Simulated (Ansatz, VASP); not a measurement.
# ZnAu: VASP beside Ansatz

```
CELL_PARAMETERS angstrom
3.10447 0.00000 0.00000
0.00000 3.10447 0.00000
0.00000 0.00000 3.10447
ATOMIC_POSITIONS crystal
Au 0.00000 0.00000 0.00000
Zn 0.50000 0.50000 0.50000
```

Change from the starting cell: volume scaled by 0.96.

Alike in both runs: task single point; functional PBE; k mesh 8 × 8 × 8; occupations fermi-dirac, width 0.05 eV; no spin polarisation.

|  | VASP | Ansatz |
| --- | --- | --- |
| version | VASP 6.6.1 | Ansatz 0.2.0 |
| potentials or method | VASP PAW PBE potentials, release 64 (Au, Zn), cutoff 520 eV | all-electron LAPW, scalar-relativistic |

Ansatz gave:

| Item | Value |
| --- | --- |
| gap on the k mesh at the Fermi level (eV) | none |
| pressure (GPa) | 11.6 |

**Question.** What did VASP give for the same quantities?

**Answer.** gap on the k mesh at the Fermi level (eV): none; pressure (GPa): 11.8.

A gap of «none» marks a metal or a gap that the smearing closes. Ansatz ran all-electron here, so the differences hold the error of VASP's frozen core and of both bases.

The runs have no spin-orbit coupling, so splittings on Au are missing.
